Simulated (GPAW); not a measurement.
Set up this calculation in GPAW 26.7.0, as an ASE script.

```
Task                : band structure
Functional          : LDA
Potentials or basis : the program's PAW data sets (release 1.2.1) made for this functional
Cutoff              : 600 eV
Basis               : pw
k mesh              : 8 × 8 × 8
Occupations         : fermi-dirac, width 0.05 eV
Spin                : no spin polarisation
Maxiter             : 150
Band path           : GXWKGLUWLK,UX
Band points         : 80
```

The structure of PbS (Galena) lies in POSCAR:

```
PbS
1.0
    0.0000000000      2.9657500000      2.9657500000
    2.9657500000      0.0000000000      2.9657500000
    2.9657500000      2.9657500000      0.0000000000
Pb S
1 1
Direct
    0.0000000000      0.0000000000      0.0000000000
    0.5000000000      0.5000000000      0.5000000000
```

These files were run (other wordings do the same):

run.py

```python
from ase.dft.bandgap import bandgap
from ase.io import read, write
from ase.units import GPa
from gpaw import GPAW, PW

atoms = read('POSCAR')

calc = GPAW(mode=PW(600),
            xc='LDA',
            kpts={'size': (8, 8, 8), 'gamma': True},
            occupations={'name': 'fermi-dirac', 'width': 0.05},
            nbands=19,
            convergence={'density': 1e-05, 'energy': 1e-05},
            maxiter=150,
            txt='gpaw.txt')
atoms.calc = calc
energy = atoms.get_potential_energy()
forces = atoms.get_forces()
stress = atoms.get_stress()
calc.write('gs.gpw')
write('result.traj', atoms)
print(f'Energy: {energy:.6f} eV')
print('Forces (eV/A):')
print(forces.round(4))
print('Stress (GPa):', (stress / GPa).round(3))
print('Fermi level:', round(calc.get_fermi_level(), 4), 'eV')
print(f'Gap: {bandgap(calc)[0]:.4f} eV, direct: {bandgap(calc, direct=True)[0]:.4f} eV')

path = atoms.cell.bandpath('GXWKGLUWLK,UX', npoints=80, eps=1e-4)
bs_calc = calc.fixed_density(kpts=path, symmetry='off', nbands=31,
                             convergence={'bands': 'CBM+6.0', 'eigenstates': 1e-6}, txt='bands.txt')
bs = bs_calc.band_structure()
bs.write('bs.json')
print(f'Gap on the path: {bandgap(bs_calc)[0]:.4f} eV')
```

Potentials or basis: the program's PAW data sets (release 1.2.1) made for this functional, pw.

Run with:

```console
$ OMP_NUM_THREADS=1 python run.py
```

It gave:

- Pressure: -2.8 GPa
- Band gap on the k mesh: 0.18 eV, direct
- Band gap along the path: 0.18 eV, direct

Caveat: spin-orbit coupling is left out, which as a rule narrows the gap of such compounds by several tenths of an eV.

Wall time 63 s on 1 thread of Arm Neoverse V1, on a shared host, peak memory 0.28 GiB.
